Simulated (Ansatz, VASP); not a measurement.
# HfB2 (nc): VASP beside Ansatz

```xyz
3
Lattice="3.1453 0.0000 0.0000 -1.5726 2.7239 0.0000 0.0000 0.0000 3.4885" Properties=species:S:1:pos:R:3 pbc="T T T"
Hf    0.0000    0.0000    0.0000
B     0.0000    1.8159    1.7442
B     1.5726    0.9080    1.7442
```

Alike in both runs: functional PBE; k mesh 15 × 15 × 12; occupations gaussian, width 0.1 eV; no spin polarisation.

Ansatz relaxed the structure, and its values are those at the end. VASP's run is a single point on that final structure, the one shown.

```csv
,VASP,Ansatz
version,VASP 6.6.1,Ansatz 0.2.0
potentials or method,"VASP PAW PBE potentials, release 64 (Hf_pv, B)","scalar-relativistic, plane waves, norm-conserving pseudopotentials"
plane-wave cutoff (eV),520,1143
valence electrons in the cell,16,32
```

Ansatz gave:

* gap on the k mesh at the Fermi level (eV): none
* pressure (GPa): 0.0

Q: What did VASP give for the same quantities?

A: gap on the k mesh at the Fermi level (eV): none; pressure (GPa): -0.5.

A gap of «none» marks a metal or a gap that the smearing closes. The two sets of potentials don't hold the same shells in valence.

Spin-orbit coupling is left out, which matters for the levels of Hf.
